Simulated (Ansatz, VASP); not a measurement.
# Two plane-wave programs on GaAs

```
Ga As
1.0
     0.00000    2.87296    2.87296
     2.87296    0.00000    2.87296
     2.87296    2.87296    0.00000
Ga As
1 1
Direct
  0.00000 0.00000 0.00000
  0.25000 0.25000 0.25000
```

Alike in both runs: functional PBE; k mesh 10 × 10 × 10; occupations gaussian, width 0.01 eV; no spin polarisation.

Ansatz relaxed the structure, and its values are those at the end. VASP's run is a single point on that final structure, the one shown.

|  | VASP | Ansatz |
| --- | --- | --- |
| version | VASP 6.6.1 | Ansatz 0.2.0 |
| potentials or method | VASP PAW PBE potentials, release 64 (Ga_d, As) | scalar-relativistic, plane waves, PAW |
| plane-wave cutoff (eV) | 520 | 420 |
| valence electrons in the cell | 18 | 28 |

Ansatz gave:

```
gap on the k mesh at the Fermi level (eV) : 0.16
least direct gap on the mesh (eV)         : 0.16
pressure (GPa)                            : 0.0
```

Q: Which values does VASP return?

A: gap on the k mesh at the Fermi level (eV): 0.16; least direct gap on the mesh (eV): 0.16; pressure (GPa): 0.1.

The two sets of potentials don't hold the same shells in valence.
